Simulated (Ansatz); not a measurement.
## Hf: a sweep of one setting

```yaml
crystal:
  lattice:
    - [0.00000, 2.22000, 2.22000]
    - [2.22000, 0.00000, 2.22000]
    - [2.22000, 2.22000, 0.00000]
  atoms:
    - { symbol: Hf, position: [0.00000, 0.00000, 0.00000] }
```

The cell is COD entry 1534929, as deposited and not checked against the literature; nothing was relaxed.

Spin–orbit coupling is left out, though it moves levels of the heavy atoms by tenths of an eV or more.

Level of theory: DFT, PBE, PAW with Ansatz's default frozen-core files, scalar-relativistic (Ansatz 0.2.0).

The runs use a Γ-centred 16×16×16 k mesh, Fermi–Dirac smearing of 0.03 eV, cutoff 420 eV, no spin polarisation. One setting is then changed at a time.

```
         k mesh  free energy less the base's (meV/atom)  P (GPa)
16×16×16 (base)                                     0.0     3.16
          5×5×5                                   -52.1     3.25
          8×8×8                                       ?     3.29
       12×12×12                                       ?     3.10
       22×22×22                                    -2.1     3.19
```

(1) What belongs in the row "8×8×8", column "free energy less the base's (meV/atom)"?

(2) Fill in "free energy less the base's (meV/atom)" for the row "12×12×12".

## Answers

(1) 9.6.

(2) -1.3.
